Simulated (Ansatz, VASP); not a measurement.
**Two plane-wave programs on As**

Contents of INCAR:

```
PREC     = Accurate       # precision mode
ENCUT    = 520            # plane-wave cutoff, eV
EDIFF    = 1E-6           # SCF threshold, eV
ISMEAR   = -1             # smearing method
SIGMA    = 0.1            # smearing width, eV
LREAL    = F              # projectors in reciprocal space
LASPH    = T              # aspherical terms in the spheres
NELM     = 80             # most SCF steps
ALGO     = Normal         # electronic algorithm
ISIF     = 2              # what is computed and relaxed
LWAVE    = F              # write WAVECAR
LCHARG   = F              # write CHGCAR
GGA      = PS             # functional
NBANDS   = 14             # bands
```

KPOINTS

```
Automatic mesh
0
Gamma
  9 9 13
```

POSCAR

```
As
1.0
    4.8402078580      0.0000000000      0.0000000000
   -2.4201039290      4.1917429646      0.0000000000
    0.0000000000      0.0000000000      2.8186414273
As
3
Direct
    1.0000000000      0.0000000000      0.0000000000
    0.3333333333      0.6666666667      0.5000000000
    0.6666666667      0.3333333333      0.5000000000
```

Input for Ansatz:

```yaml
crystal:
  lattice:
    - [4.840207858, 0.0, 0.0]
    - [-2.420103929, 4.1917429646, 0.0]
    - [0.0, 0.0, 2.8186414273]
  atoms:
    - { symbol: As, position: [1.0, 0.0, 0.0] }
    - { symbol: As, position: [0.3333333333, 0.6666666667, 0.5] }
    - { symbol: As, position: [0.6666666667, 0.3333333333, 0.5] }
hamiltonian:
  xc: pbesol
  pseudopotentials:
    kind: paw
    azcp:
      As: "pseudopotentials/As.paw.azcp"
basis:
  ecutwfc: 420
  fft_grid_basis: typed
kpoints:
  mp_grid: { grid: [9, 9, 13], shift: [0, 0, 0] }
magnetization:
  spin_polarized: false
scf:
  occupations: { method: fermi_dirac, width: 0.1 }
  lower_state_search: "off"
output:
  stress: true
  write_density: true
  write_potential: true
  elf: true
  volumetric_format: npy
```

Alike in both runs: task single point; functional PBEsol; k mesh 9 × 9 × 13; occupations fermi-dirac, width 0.1 eV; no spin polarisation.

```csv
,VASP,Ansatz
version,VASP 6.6.1,Ansatz 0.2.0
potentials or method,"VASP PAW PBE potentials, release 64 (As)","plane waves (420 eV) with PAW, scalar-relativistic"
plane-wave cutoff (eV),520,420
valence electrons in the cell,15,45
```

VASP gave:

```
pressure (GPa)                                  : -2.8
largest component of the traceless stress (GPa) : 1.42
```

Problem. Estimate Ansatz's values.

Solution. Pressure (GPa): -3.0; largest component of the traceless stress (GPa): 1.38.

The functional is the same, so the differences come from potentials, cutoffs and numerics. The two sets of potentials don't hold the same shells in valence. Ansatz warned: «pseudo_functional_mismatch».

Caveats: the PAW data sets were made with another functional, which shifts forces and pressure a little (VASP).
